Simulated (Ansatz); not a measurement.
**MgTe: band gap under strain**

Aim: follow the gap of MgTe built on the wurtzite prototype through these states: no strain; -4.0 % equal strain in all directions; -3.0 % equal strain in all directions. The table at the end shows which levels were run.

Code: Ansatz 0.2.0. PAW datasets, plane waves. Calculated at 0 K for a non-magnetic cell.

### Step 1. The structure to begin with

The unstrained cell was relaxed with r2SCAN; in each strained cell the atoms were relaxed again with r2SCAN. Names of k-points are those of the unstrained zone, where strain can split equivalent points. First state: no strain.

It is hexagonal, P6_3mc (No. 186); a = 4.578 Å, c = 7.455 Å in the conventional setting, 33.82 Å³ an atom. Near Mg stand 4 Te at 2.80 Å; near Te stand 4 Mg at 2.80 Å.

Coordinates:

```
CELL_PARAMETERS angstrom
4.57764 0.00000 0.00000
-2.28882 3.96435 0.00000
0.00000 0.00000 7.45509
ATOMIC_POSITIONS crystal
Mg 0.33333 0.66667 0.99939
Mg 0.66667 0.33333 0.49939
Te 0.33333 0.66667 0.37561
Te 0.66667 0.33333 0.87561
```

### Step 2. No strain: PBE

The input, input.yaml:

```yaml
crystal:
  lattice:
    - [4.5776356459, 0.0, 0.0]
    - [-2.288817823, 3.9643487586, 0.0]
    - [0.0, 0.0, 7.4550892595]
  atoms:
    - { symbol: Mg, position: [0.3333333333, 0.6666666667, -0.0006080519] }
    - { symbol: Mg, position: [0.6666666667, 0.3333333333, 0.4993919481] }
    - { symbol: Te, position: [0.3333333333, 0.6666666667, 0.3756080519] }
    - { symbol: Te, position: [0.6666666667, 0.3333333333, 0.8756080519] }
kpoints:
  mp_grid: { grid: [6, 6, 4] }
  band_path:
    path:
      - [0.0, 0.0, 0.0]
      - [0.5, 0.0, 0.0]
      - [0.3333333333, 0.3333333333, 0.0]
      - [0.0, 0.0, 0.5]
      - [0.5, 0.0, 0.5]
      - [0.3333333333, 0.3333333333, 0.5]
      - [-0.010417, 0.005208, 0.0]
    npoints: 1
hamiltonian:
  xc: pbe
scf:
  occupations: { method: fermi_dirac, width: 0.02 }
  n_extra_bands: 5
output:
  forces: true
  stress: true
  eigenvalues: true
```

Command:

```sh
ansatz run input.yaml --threads 2 --pin off --max-ram 29491MiB --backend cpu --events-out ev --progress --plain --runs-dir out
```

Further steps of the session: No strain: r2SCAN; No strain: HSE06; No strain: r2SCAN+SOC; No strain: r2SCAN; No strain: G0W0@PBE; -4.0 % equal strain in all directions: PBE; -4.0 % equal strain in all directions: r2SCAN; -4.0 % equal strain in all directions: HSE06; -4.0 % equal strain in all directions: r2SCAN+SOC; -4.0 % equal strain in all directions: r2SCAN; -4.0 % equal strain in all directions: G0W0@PBE; -3.0 % equal strain in all directions: PBE; -3.0 % equal strain in all directions: r2SCAN; -3.0 % equal strain in all directions: HSE06; -3.0 % equal strain in all directions: r2SCAN+SOC; -3.0 % equal strain in all directions: r2SCAN; -3.0 % equal strain in all directions: G0W0@PBE.

**Question.** What will these runs give?

**Answer**, as computed:

Least gap in eV (negative: overlap), with the change from the unstrained cell in brackets. G0W0 is on its own coarse mesh.

| state | volume change (%) | PBE | r2SCAN | HSE06 | G0W0 |
| --- | --- | --- | --- | --- | --- |
| no strain | +0.0 | 2.46 | 3.16 | 3.32 | 3.68 |
| -4.0 % equal strain in all directions | -11.5 | 3.04 (+0.58) | 3.60 (+0.44) | 3.90 (+0.58) | 4.30 (+0.62) |
| -3.0 % equal strain in all directions | -8.7 | 2.89 (+0.43) | 3.62 (+0.46) | 3.78 (+0.46) | 4.15 (+0.47) |

What this shows: With HSE06, of the states in the table -4.0 % equal strain in all directions shifts the gap most, by +0.581 eV. PBE and HSE06 differ by 0.86 eV on the unstrained gap, and by at most 0.03 eV on its change: PBE follows the response to strain far better than the gap itself. Spin-orbit coupling is left out of the table, though the cell holds Te (Z = 52); in an element this heavy it can shift bands and gaps by tenths of an eV. No extrapolation in bands, cutoff or mesh was made for G0W0.
